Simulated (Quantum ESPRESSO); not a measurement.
A run of Quantum ESPRESSO 7.5 is set up as follows.

pw.in

```
&CONTROL
  calculation = 'scf'
  prefix = 'pwscf'
  outdir = './tmp'
  pseudo_dir = './pseudo'
  tprnfor = .true.
  disk_io = 'nowf'
/
&SYSTEM
  ibrav = 0
  nat = 2
  ntyp = 2
  ecutwfc = 70
  nbnd = 19
  input_dft = 'XC-005I-000I-000I-000I-497L-498L'
  occupations = 'fixed'
  nqx1 = 2
  nqx2 = 2
  nqx3 = 2
  ecutfock = 140
  exx_fraction = 0.25
  nosym = .true.
/
&ELECTRONS
  conv_thr = 1d-07
  electron_maxstep = 120
  mixing_beta = 0.5
  adaptive_thr = .true.
/
ATOMIC_SPECIES
Pb   207.2000 Pb_ONCV_PBE-1.2.upf
Te   127.6000 Te_ONCV_PBE-1.2.upf
CELL_PARAMETERS bohr
   0.0000000000    6.1057051087    6.1057051087
   6.1057051087    0.0000000000    6.1057051087
   6.1057051087    6.1057051087    0.0000000000
ATOMIC_POSITIONS bohr
Pb     0.0000000000    0.0000000000    0.0000000000
Te     6.1057051087    6.1057051087    6.1057051087
K_POINTS automatic
2 2 2 0 0 0
```

Potentials or basis: SG15 PBE 1.2.

Launch:

```sh
$ OMP_NUM_THREADS=1 mpirun -n 2 pw.x -in pw.in > pw.out
```

(1) What does it give for the band gap on the k mesh?

Results:

(1) 2.23 eV, direct.

Caveat: the k mesh is coarse (spacing up to 0.84 Å⁻¹), so the values aren't converged; the mesh is coarse for exact exchange, which widens gaps; spin-orbit coupling is left out, which as a rule narrows the gap of such compounds by several tenths of an eV.
